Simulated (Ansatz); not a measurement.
## CoSi (P2_13) under several functionals

**What was measured.**

“Near coincidence of metal-insulator transition and quantum critical fluctuations: Electronic ground state and magnetic order in Fe1-xCoxSi”, 2023, arxiv:2303.13999 reports, for a powder of CoSi at 300 K: lattice constant a 4.4423 ± 0.0005 Å.

Plane-wave DFT in Ansatz with scalar-relativistic PAW potentials. The same structure was relaxed (cell and atoms, symmetry kept) in separate runs at each level. No spin polarisation.

```tsv
level	cutoff (eV)	k mesh	V (Å³/atom)	a (Å)	B0 (GPa)
PBE+D3(BJ)	420	8×8×8	10.512	4.381	–
PBEsol	420	8×8×8	10.545	4.386	241
PBE	420	8×8×8	10.874	4.431	219
```

**Question.** Where does r2SCAN (500 eV, k mesh 8×8×8) fall?

**Answer.** V (Å³/atom) 10.525, a (Å) 4.383, B0 (GPa) 245. Its volume is between those of PBE+D3(BJ) and PBEsol. The usual order of volumes, PBEsol < PBE, holds here (10.545, 10.874 Å³/atom). As a rule PBEsol, built on the gradient expansion of slowly varying densities, lies between LDA and PBE; PBE's stronger gradient term for exchange weakens bonds. Adding D3 to PBE changes the volume by -3.3 %; the term is attractive, so it pulls cells in. In metals the pairwise form ignores screening by the conduction electrons, so it can pull in too far. r2SCAN lies 3.2 % under PBE in volume. B0 goes from 245.1 to 218.7 GPa as the volume grows by 3.3 %; on one curve with B' = 4.8 the volume alone, B ∝ V^(−B'), would give 209.5 GPa, and the rest of the difference is the functional's own stiffness.

For PBE: Against the measured lattice constant a of CoSi, 4.4423 Å (300 K; powder; “Near coincidence of metal-insulator transition and quantum critical fluctuations: Electronic ground state and magnetic order in Fe1-xCoxSi”, 2023, arxiv:2303.13999), the calculated 4.431 Å is off by -0.3 %. 4 values of this kind are on record (4.433 to 4.445 Å); this one was drawn at random among those near their median, those with a stated uncertainty first. The calculations are for 0 K without zero-point motion.